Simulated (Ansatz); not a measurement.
# PbS (P-6m2) in Ansatz: notebook

Aim: see how the results for PbS move with the level of theory and the settings. Levels: revPBE, BLYP, PBE. Tasks: relaxation of cell and atoms, single point.

All numbers are computed with Ansatz 0.2.0; they aren't measurements. Logs are shortened: lines on timing, memory, paths and dates and some standing lists are left out, and cuts for length are marked.

## Step 1: The structure

The structure is hexagonal, space group P-6m2 (No. 187). Conventional cell: a = 4.090 Å, b = 4.090 Å, c = 3.788 Å, α = 90.00°, β = 90.00°, γ = 120.00°. Pb (site symmetry -6m2) is surrounded by 6 S at 3.03 Å. Around S (site symmetry -6m2) lie 6 Pb at 3.03 Å.

Measurements of this composition are mostly on another form, of space group No. 225.

## Step 2: Relaxation of cell and atoms, revPBE

input.yaml

```yaml
crystal:
  lattice:
    - [4.0896976867, 0.0, 0.0]
    - [-2.0448488433, 3.5417820905, 0.0]
    - [0.0, 0.0, 3.788167]
  atoms:
    - { symbol: Pb, position: [0.0, 0.0, 0.0] }
    - { symbol: S, position: [0.6666666667, 0.3333333333, 0.5] }
hamiltonian:
  xc: revpbe
  pseudopotentials: { kind: paw }
kpoints:
  mp_grid: { grid: [8, 8, 7] }
scf:
  occupations: { method: fermi_dirac, width: 0.05 }
output:
  forces: true
  stress: true
  eigenvalues: true
  write_density: true
  write_potential: true
  elf: true
  volumetric_format: npy
relax:
  f_tol: 0.01
  max_steps: 40
  cell: { stress_tol: 0.05 }
```

Potentials or basis: Ansatz PAW.

On the command line:

```console
$ ansatz run input.yaml --threads 2 --pin off --max-ram 5632MiB --backend cpu --events-out ev --progress --plain --runs-dir out
```

Output:

```text
Warning: RAYON_NUM_THREADS=2 ignored (pool sized by the plan → 2); use --threads N
Engine: ansatz 0.2.0, aarch64-unknown-linux-gnu
Pseudopotentials: kind: paw
Pseudopotential: Pb, paw, valence charge 14, recommended cutoff 420 eV (normal), Pb.paw.azcp
Pseudopotential: S, paw, valence charge 6, recommended cutoff 420 eV (normal), S.paw.azcp
Functional definition: revPBE
  parameter kappa = 1.245
  parameter beta = 0.06672455060314922
  exchange = pbe_x(kappa = kappa, mu = beta*pi^2/3)
  correlation = pbe_c(beta = beta)
Crystal: 2 atoms, lattice volume = 54.871 Å³
Basis set: ecut = 420 eV, 1105 PW (Γ), exchange–correlation on 60×60×54 points (8 copies of the dense FFT grid, shifted against one another)
Bands: 14, of which v1, the nominal top of the filled ones, is band 10 counted from 1 (9 counted from 0)
Symmetry: 12 space group operations
Space group: P-6m2 (ITA 187), of the structure as read, at distance tolerance 3.8e-5 Å
k-points: 40 of 448 (time reversal used)
Non-local potential: Pb, projectors of the file, l = 0: 2, l = 1: 2, l = 2: 2, l = 3: 2
Non-local potential: S, projectors of the file, l = 0: 2, l = 1: 2, l = 2: 2
PAW form: soft (Blöchl's): semilocal exchange-correlation on the pseudo side does not see the compensation charge
PAW frozen core: Pb, regenerated for the run's functional, and the local potential with it (the file was generated under x = pbe(κ = 0.804, μ = 0.2195149727645171), c = pbe(β = 0.06672455060314922))
PAW frozen core: S, regenerated for the run's functional, and the local potential with it (the file was generated under x = pbe(κ = 0.804, μ = 0.2195149727645171), c = pbe(β = 0.06672455060314922))
PAW one-centre angular grid: Pb, 590 points (default); XC on 64 Gauss nodes
PAW one-centre angular grid: S, 110 points (default); XC on 64 Gauss nodes
Initial density: superposition of atomic densities (neutral atoms: chi_scale 0, normalization atom), corrected by the library's trained network
Initial wavefunctions: pseudopotential atomic-orbital guess
Functional: x = revpbe(κ = 1.245, μ = 0.2195149727645171), c = pbe(β = 0.06672455060314922)
SCF iter   1: F=—  HF=-12822.688350 eV  |F-HF|=—  |Δ(HF+E_count)|=         —  Δρ=2.73e-3  dr2=5.97e-3  ethr=1.77e-3  ⟨swp⟩=6.0  Hψ=3313  notcnv=0
preconditioner: auto → none  [insulator: Δε(μ)=0.290 eV  Ē_g=15.358 eV  σ=0.050 eV  W_gap=0.89  n_scr=8 (ndim 8)  ℏωp=22.4 eV  f_vac=0.003  D(μ)=0.08/eV (n_scr^D=0)  ε∞_Penn≈3.1]
SCF iter   2: F=—  HF=-12822.687006 eV  |F-HF|=—  |Δ(HF+E_count)|=   1.34e-3  Δρ=1.20e-3  dr2=1.14e-3  ethr=2.98e-5  ⟨swp⟩=2.6  Hψ=1329  notcnv=0
SCF iter   3: F=—  HF=-12822.687263 eV  |F-HF|=—  |Δ(HF+E_count)|=   2.56e-4  Δρ=3.74e-4  dr2=1.02e-4  ethr=5.70e-6  ⟨swp⟩=2.2  Hψ=718  notcnv=0
SCF iter   4: F=—  HF=-12822.687323 eV  |F-HF|=—  |Δ(HF+E_count)|=   6.06e-5  Δρ=5.82e-5  dr2=1.31e-6  ethr=5.08e-7  ⟨swp⟩=2.0  Hψ=733  notcnv=0
SCF iter   5: F=—  HF=-12822.687261 eV  |F-HF|=—  |Δ(HF+E_count)|=   6.21e-5  Δρ=9.98e-6  dr2=5.61e-8  ethr=6.56e-9  ⟨swp⟩=2.0  Hψ=961  notcnv=0
SCF iter   6: F=-12822.687261 eV  HF=-12822.687261 eV  |F-HF|=7.28e-11  |Δ(HF+E_count)|=   1.09e-7  Δρ=2.63e-6  dr2=4.89e-9  ethr=2.80e-10  ⟨swp⟩=6.3  Hψ=3461  notcnv=0
SCF 1 converged in 6 iterations: F = -12822.687261 eV  dr2 = 4.89e-9
relax step   1: F+E_penalty+E_count = -12822.68726137 eV  Δ(F+E_penalty+E_count) = +0.000e0 eV  max|allowed force component| = 5.089e-17 eV/Å  Δτ_max = 0.0000 Å  P = +1.364 GPa  Ω = 54.871 Å³  (6 SCF iters, dr2 threshold 1.00e-7 eV, accepted)
Crystal: 2 atoms, lattice volume = 56.990 Å³
Basis set: ecut = 420 eV, 1147 PW (Γ), exchange–correlation on 60×60×54 points (8 copies of the dense FFT grid, shifted against one another)
Initial density: handed on by an earlier stage of this run
Initial wavefunctions: those handed on with the density
iter 1 solved again at ethr=2.12e-6 eV; its pass at ethr=3.10e-3 eV (dr2=4.23e-4 eV) is discarded
SCF iter   1: F=—  HF=-12822.692815 eV  |F-HF|=—  |Δ(HF+E_count)|=         —  Δρ=6.50e-4  dr2=3.39e-4  ethr=2.12e-6  ⟨swp⟩=2.7  Hψ=4496  notcnv=0
preconditioner: auto → none  [insulator: Δε(μ)=0.433 eV  Ē_g=15.241 eV  σ=0.050 eV  W_gap=0.97  n_scr=8 (ndim 8)  ℏωp=22.0 eV  f_vac=0.022  D(μ)=0.02/eV (n_scr^D=0)  ε∞_Penn≈3.1]
SCF iter   2: F=—  HF=-12822.692915 eV  |F-HF|=—  |Δ(HF+E_count)|=   1.01e-4  Δρ=3.44e-4  dr2=7.65e-5  ethr=1.70e-6  ⟨swp⟩=2.5  Hψ=767  notcnv=0
SCF iter   3: F=—  HF=-12822.692908 eV  |F-HF|=—  |Δ(HF+E_count)|=   7.39e-6  Δρ=6.60e-5  dr2=2.61e-6  ethr=3.82e-7  ⟨swp⟩=2.0  Hψ=754  notcnv=0
SCF iter   4: F=—  HF=-12822.692910 eV  |F-HF|=—  |Δ(HF+E_count)|=   1.82e-6  Δρ=2.39e-5  dr2=7.56e-7  ethr=1.30e-8  ⟨swp⟩=2.0  Hψ=957  notcnv=0
SCF iter   5: F=-12822.692910 eV  HF=-12822.692910 eV  |F-HF|=3.24e-8  |Δ(HF+E_count)|=   1.88e-7  Δρ=1.16e-5  dr2=1.08e-7  ethr=1.00e-9  ⟨swp⟩=7.6  Hψ=3985  notcnv=0
SCF 2 converged in 5 iterations: F = -12822.692910 eV  dr2 = 1.08e-7
relax step   2: F+E_penalty+E_count = -12822.69291002 eV  Δ(F+E_penalty+E_count) = -5.649e-3 eV  max|allowed force component| = 7.401e-17 eV/Å  Δτ_max = 0.0000 Å  P = -0.436 GPa  Ω = 56.990 Å³  energy of the carried Pulay correction = -1.907e-4 eV  (5 SCF iters, dr2 threshold 2.00e-7 eV, accepted)
Crystal: 2 atoms, lattice volume = 56.490 Å³
Basis set: ecut = 420 eV, 1117 PW (Γ), exchange–correlation on 60×60×54 points (8 copies of the dense FFT grid, shifted against one another)
iter 1 solved again at ethr=4.78e-7 eV; its pass at ethr=3.10e-3 eV (dr2=9.56e-5 eV) is discarded
SCF iter   1: F=—  HF=-12822.693765 eV  |F-HF|=—  |Δ(HF+E_count)|=         —  Δρ=1.73e-4  dr2=2.42e-5  ethr=4.78e-7  ⟨swp⟩=3.0  Hψ=4000  notcnv=0
preconditioner: auto → none  [insulator: Δε(μ)=0.395 eV  Ē_g=15.268 eV  σ=0.050 eV  W_gap=0.96  n_scr=8 (ndim 8)  ℏωp=22.1 eV  f_vac=0.017  D(μ)=0.03/eV (n_scr^D=0)  ε∞_Penn≈3.1]
SCF iter   2: F=—  HF=-12822.693692 eV  |F-HF|=—  |Δ(HF+E_count)|=   7.33e-5  Δρ=8.23e-5  dr2=4.48e-6  ethr=1.21e-7  ⟨swp⟩=2.6  Hψ=757  notcnv=0
SCF iter   3: F=—  HF=-12822.693695 eV  |F-HF|=—  |Δ(HF+E_count)|=   2.64e-6  Δρ=3.03e-5  dr2=1.16e-6  ethr=2.24e-8  ⟨swp⟩=2.1  Hψ=726  notcnv=0
SCF iter   4: F=-12822.693695 eV  HF=-12822.693695 eV  |F-HF|=2.59e-8  |Δ(HF+E_count)|=   1.11e-7  Δρ=1.03e-5  dr2=5.39e-8  ethr=1.00e-9  ⟨swp⟩=7.4  Hψ=3732  notcnv=0
SCF 3 converged in 4 iterations: F = -12822.693695 eV  dr2 = 5.39e-8
relax step   3: F+E_penalty+E_count = -12822.69369479 eV  Δ(F+E_penalty+E_count) = -7.848e-4 eV  max|allowed force component| = 7.633e-17 eV/Å  Δτ_max = 0.0000 Å  P = -0.017 GPa  Ω = 56.490 Å³  energy of the carried Pulay correction = -1.466e-4 eV  (4 SCF iters, dr2 threshold 2.00e-7 eV, accepted)
Initial wavefunctions: pseudopotential atomic-orbital guess (no wavefunctions were taken with the density)
iter 1 solved again at ethr=4.47e-7 eV; its pass at ethr=3.10e-3 eV (dr2=8.94e-5 eV) is discarded
SCF iter   1: F=—  HF=-12822.693908 eV  |F-HF|=—  |Δ(HF+E_count)|=         —  Δρ=3.62e-5  dr2=1.71e-7  ethr=4.47e-7  ⟨swp⟩=3.4  Hψ=4855  notcnv=0
preconditioner: auto → none  [insulator: Δε(μ)=0.396 eV  Ē_g=15.267 eV  σ=0.050 eV  W_gap=0.96  n_scr=8 (ndim 8)  ℏωp=22.1 eV  f_vac=0.017  D(μ)=0.03/eV (n_scr^D=0)  ε∞_Penn≈3.1]
SCF iter   2: F=—  HF=-12822.693839 eV  |F-HF|=—  |Δ(HF+E_count)|=   6.94e-5  Δρ=1.64e-5  dr2=3.59e-8  ethr=8.54e-10  ⟨swp⟩=2.1  Hψ=954  notcnv=0
SCF iter   3: F=—  HF=-12822.693840 eV  |F-HF|=—  |Δ(HF+E_count)|=   1.21e-6  Δρ=6.10e-6  dr2=1.31e-8  ethr=1.80e-10  ⟨swp⟩=2.0  Hψ=761  notcnv=0
SCF iter   4: F=—  HF=-12822.693840 eV  |F-HF|=—  |Δ(HF+E_count)|=   1.28e-7  Δρ=1.71e-6  dr2=1.03e-9  ethr=6.56e-11  ⟨swp⟩=2.1  Hψ=719  notcnv=0
SCF iter   5: F=—  HF=-12822.693840 eV  |F-HF|=—  |Δ(HF+E_count)|=   1.19e-8  Δρ=2.73e-7  dr2=3.47e-11  ethr=5.15e-12  ⟨swp⟩=2.1  Hψ=782  notcnv=0
SCF iter   6: F=-12822.693840 eV  HF=-12822.693840 eV  |F-HF|=7.28e-12  |Δ(HF+E_count)|=  1.49e-10  Δρ=2.56e-8  dr2=4.66e-13  ethr=1.00e-12  ⟨swp⟩=6.6  Hψ=2793  notcnv=0
SCF 4 converged in 6 iterations: F = -12822.693840 eV  dr2 = 4.66e-13
relax step   4: F+E_penalty+E_count = -12822.69383988 eV  Δ(F+E_penalty+E_count) = -1.451e-4 eV  max|allowed force component| = 8.789e-17 eV/Å  Δτ_max = 0.0000 Å  P = -0.017 GPa  Ω = 56.490 Å³  stress off target by 2.23e-2 GPa  SCF on the basis re-selected at this cell (its energy is not comparable with the rows above)  (6 SCF iters)
basis re-selected at this cell: Δ(F+E_penalty+E_count) = -1.451e-4 eV, ΔP = -0.000 GPa vs the last step (what re-selecting the basis moved, of the pressure what is left beyond the Pulay correction that the steps carried, after the strain that the cell walked since its last selection, with what the two solves' SCF thresholds leave and, on support functions, any second-order correction that the steps lacked; it is no measure of the basis error at this ecutwfc). This SCF's stress stands 2.23e-2 GPa from its target on what of the cell is left free (relax.cell.stress_tol is 5.00e-2 GPa) and its largest allowed force component is 8.79e-17 eV/Å (relax.f_tol is 1.00e-2 eV/Å): within both
SCF converged after 6 iterations
Free energy (F): -12822.693840 eV
Harris-Foulkes:  -12822.693840 eV  (|F-HF|=7.28e-12)
Internal energy: -12822.693485 eV  (E = F + TS)
E sigma→0 (E₀):  -12822.693663 eV
Entropy (-TS):   -0.000354 eV (-0.177 meV/atom)
Fermi energy:    7.451099 eV
--- Per-component energies (eV) ---
  E_band       = -73.310015
  E_kinetic    = 391.689125
  E_local      = -1296.011347  (includes V_loc(G=0)·N_el)
  E_nonlocal   = 377.915898
  E_hartree    = 503.479180
  E_xc         = -318.212560
  E_vxc        = -219.169337  (∫ρ·V_xc dr)
  E_paw        = -11016.263562  (= ΣΔE_a)
  E_vpaw       = -334.692744  (= ΣTr[D̂ρ^β])
  E_aug_tail   = 0.000050  (compensation charges beyond the density's cutoff)
  E_ewald      = -1465.318094
  E_core_change = 0.027823  (= ΣΔE_core)
  E_smearing   = -0.000354  (= −TS)
  E_closure    = 0.000000  (closes the sum)
  Σ components = -12822.693840   (vs F -12822.693840, Δ=0.00e0)
--- Forces (eV/Å), atoms counted from 1 ---
  atom   1  Pb    -0.00000000     0.00000000     0.00000000
  atom   2  S      0.00000000    -0.00000000     0.00000000
  max |Σ_I F_I| component: 8.33e-17 eV/Å
--- Stress (GPa, compression-positive) ---
       -0.022330      -0.000000      -0.000000
       -0.000000      -0.022330      -0.000000
       -0.000000      -0.000000      -0.005464
  P = ⅓ Tr σ = -0.0167 GPa (-0.167 kbar)
--- Band table (eV; the first three rows and the last of 40) ---
  k-point 0: bands = ["-9.5595", "-9.5439", "-9.5439", "-9.4478", "-9.4478", "-5.5554", "0.9004", "5.3817", "5.7698", "5.7698", "10.8260", "10.8260", "12.7703", "13.7724"]
  k-point 1: bands = ["-9.5425", "-9.5425", "-9.5387", "-9.4556", "-9.4556", "-5.4103", "0.4789", "5.5792", "5.8674", "5.8674", "10.9096", "10.9096", "12.0358", "14.2513"]
  k-point 2: bands = ["-9.5393", "-9.5393", "-9.4923", "-9.4731", "-9.4731", "-5.0189", "-0.4567", "6.1026", "6.1026", "6.1483", "10.3006", "11.0832", "11.0832", "15.3631"]
  k-point 39: bands = ["-9.5549", "-9.5248", "-9.5096", "-9.5013", "-9.4196", "-3.9200", "0.1731", "3.5193", "3.8862", "5.1541", "7.6667", "11.2895", "12.7370", "15.1448"]
--- Relaxed structure (3 steps of the walk, 3 accepted, 1 SCFs on fresh bases) ---
  F+E_penalty+E_count = -12822.69383988 eV   max|allowed force component| = 8.789e-17 eV/Å   (the final SCF, on the basis selected at the relaxed cell)
  cell:  # Å, volume = 56.4905 Å³
    - [4.137301944199746, -2.920333975914174e-11, 1.3319504391137313e-18]
    - [-2.0686509720745816, 3.5830085868183295, -6.659752195487243e-19]
    - [1.2337466203140626e-18, -9.919717988506575e-34, 3.810748182545914]
  atoms:
    - { symbol: Pb, position: [-3.700743415524895e-17, 1.8125808752195135e-34, -1.4828532298416191e-34] }
    - { symbol: S, position: [0.6666666666666667, 0.33333333333333337, 0.49999999999999994] }
```

Run time: 7.7 s. Hardware: 2 threads of Arm Neoverse V1, shared host; peak memory 0.35 GiB.

What came out:

```yaml
Free_energy: -12822.6938 eV
Relaxed_volume: 28.25 Å³/atom
Relaxed_cell: a = 4.137 Å, b = 4.137 Å, c = 3.811 Å, α = 90.00°, β = 90.00°, γ = 120.00°
Space_group_after_relaxing_to_0.05_Å: P-6m2 (No. 187)
Energy_gained_by_relaxing: 3.3 meV/atom
Ionic_steps: 4
Pressure_after_relaxing: 0.0 GPa
Band_gap_on_the_k_mesh: 0.40 eV, indirect (least direct gap 1.66 eV)
```

The path:
```csv
step,energy change (eV),largest force (eV/Å),volume (Å³)
1,0.0000,0.0000,54.87
2,-0.0056,0.0000,56.99
3,-0.0064,0.0000,56.49
4,-0.0066,0.0000,56.49
```

Final structure:
```
Pb S
1.0
     4.13730    0.00000    0.00000
    -2.06865    3.58301    0.00000
     0.00000    0.00000    3.81075
Pb S
1 1
Direct
  0.00000 0.00000 0.00000
  0.66667 0.33333 0.50000
```

Levels at points of the mesh, in eV from the valence-band top:
```
            k point  band 8  band 9  band 10  band 11  band 12  band 13
 (0.00, 0.00, 0.00)   -1.89   -1.50    -1.50     3.56     3.56     5.50
(0.00, -0.50, 0.00)   -2.46   -1.60    -0.97     2.07     4.08     5.28
```

Caveat: odd divisions of the mesh miss points on the zone boundary, where band edges often lie, so the gap on the mesh can be too wide; the plane-wave basis is chosen anew once the cell has moved, so the energies of steps on either side of that aren't comparable; spin-orbit coupling is left out, which as a rule narrows the gap of such compounds by several tenths of an eV; the PAW data sets come from PBE, with cores solved anew for the run's functional, which leaves a small shift of forces and pressure.

(Continued in part 2 of 2.)
